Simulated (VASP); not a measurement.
Data:

```yaml
crystal:
  lattice:
    - [0.00000, 3.05401, 3.05401]
    - [3.05401, 0.00000, 3.05401]
    - [3.05401, 3.05401, 0.00000]
  atoms:
    - { symbol: Zn, position: [0.00000, 0.00000, 0.00000] }
    - { symbol: Te, position: [0.25000, 0.25000, 0.25000] }
```

Calculation: r2SCAN meta-GGA, VASP's PBE PAW potentials (set 64) (plane waves; VASP). Numerical set-up: 400 eV cut-off, 8×8×8 Γ-centred mesh, tetrahedra with Blöchl corrections, potentials Zn Te.

Unless said otherwise, spin-orbit coupling is left out, though it shifts the bands of the heavy elements here.

### Question
What does the run give for the energy per atom (σ→0), band gap (over mesh and band path) with the smallest direct gap where there is one?

### Answer

The band gap (over mesh and band path) is 1.81 eV and the smallest direct gap (over mesh and band path) is 1.81 eV. The energy per atom (σ→0) is -17.725 eV/atom.

Only differences to runs with the same potentials and settings are physical.

The compound is ZnTe in the zinc blende structure. It was relaxed first.
